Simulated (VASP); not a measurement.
Crystal: Sb.

```
CELL_PARAMETERS angstrom
2.15420 1.24373 3.75800
-2.15420 1.24373 3.75800
0.00000 -2.48746 3.75800
ATOMIC_POSITIONS crystal
Sb 0.76651 0.76651 0.76651
Sb 0.23349 0.23349 0.23349
```

| Quantity | Value |
| --- | --- |
| Program | VASP 6.6.1 |
| Task | relaxation of cell and atoms |
| Functional | r2SCAN |
| Potentials or basis | VASP PAW PBE potentials, release 64 (Sb) |
| Cutoff | 600 eV |
| k mesh | 8 × 8 × 8 |
| Occupations | fermi-dirac, width 0.05 eV |
| Spin | no spin polarisation |

At the start: pressure 1.8 GPa; volume 30.21 Å³/atom.

Problem. How do energy, volume and symmetry change on relaxing?

Solution. Over 14 steps the energy falls by 6.5 meV/atom and the volume is 31.60 Å³/atom (+4.6 %); space group R-3m (No. 166, to 0.05 Å).

The path:
```
step  energy change (eV)  largest force (eV/Å)  pressure (GPa)  volume (Å³)
   1              0.0000                0.0465            1.78        60.41
   2             -0.0052                0.2262           -1.03        63.40
   3             -0.0095                0.1193            0.04        62.16
   4             -0.0107                0.0835            0.03        62.33
   5             -0.0119                0.0023            0.05        62.70
   6             -0.0120                0.0170            0.04        62.79
   7             -0.0125                0.0076           -0.02        63.00
   8             -0.0129                0.0064           -0.11        63.30
   9             -0.0128                0.0257            0.20        63.01
  10             -0.0129                0.0056            0.02        63.18
  11             -0.0129                0.0050            0.01        63.19
  12             -0.0129                0.0045            0.01        63.19
  13             -0.0129                0.0050            0.01        63.19
  14             -0.0129                0.0001            0.00        63.19
```

Final structure:
```
CELL_PARAMETERS angstrom
2.17246 1.25427 3.86524
-2.17246 1.25427 3.86524
0.00000 -2.50854 3.86524
ATOMIC_POSITIONS crystal
Sb 0.76844 0.76844 0.76844
Sb 0.23156 0.23156 0.23156
```

Caveat: the PAW data sets were made with another functional, which shifts forces and pressure a little.
